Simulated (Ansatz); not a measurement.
Computed with DFT PBE, scalar-relativistic, plane waves, PAW (Ansatz 0.2.0). All cells share a 420 eV cutoff and Γ-centred k meshes spaced at most about 0.3 Å⁻¹ (about 0.25 or finer for metals, 2π included). No spin polarisation in the final relaxations.

All energies are static (0 K, no zero-point motion).

Compare these two cells of Sb, each relaxed at this level.

A.

```
CELL_PARAMETERS angstrom
3.28228 0.00000 0.00000
-1.64114 2.84253 0.00000
0.00000 0.00000 3.12478
ATOMIC_POSITIONS crystal
Sb 0.00000 0.00000 0.50000
```

B.

```
CELL_PARAMETERS angstrom
3.36540 0.00000 0.00000
-1.68270 2.91452 0.00000
0.00000 0.00000 5.59112
ATOMIC_POSITIONS crystal
Sb 0.33333 0.66667 0.75000
Sb 0.66667 0.33333 0.25000
```

Question: Which form is favoured at zero pressure, and by what margin per atom?

Answer: A is lower, by 125 meV/atom. A has the simple hexagonal type, space group P6/mmm (No. 191), 29.2 Å³/atom and no gap on its mesh; B has the hcp type, space group P6_3/mmc (No. 194), 27.4 Å³/atom and no gap. Counting all near atoms (those within 1.25 times the shortest such distance or 1.15 times the sum of covalent radii, 1.27 where that leaves under three; the shortest distance is added where it exceeds 1.18 times the sum of covalent radii), A has Sb 8 and B has Sb 12 from 3.4 Å. The lower one is the more open, so pressure narrows the difference. In A, around Sb lie 8 Sb at 3.12–3.28 Å. In B, Sb is surrounded by 12 Sb at 3.37–3.40 Å. Both come from invented guesses. A third cell relaxed alike, in Pm-3m, lies 105 meV/atom below the lower of the two. The part of the Crystallography Open Database at hand lists Sb in space groups No. 139, 166, 194, 221, 225 and others; sharing a group (P6_3/mmc and Pm-3m) doesn't make a cell the listed structure.

These runs have no spin–orbit coupling, which can matter for Sb. Cells relaxed within their symmetry can be saddle points. The P6/mmm cell of Sb came from shaking the P6_3/mmc one.
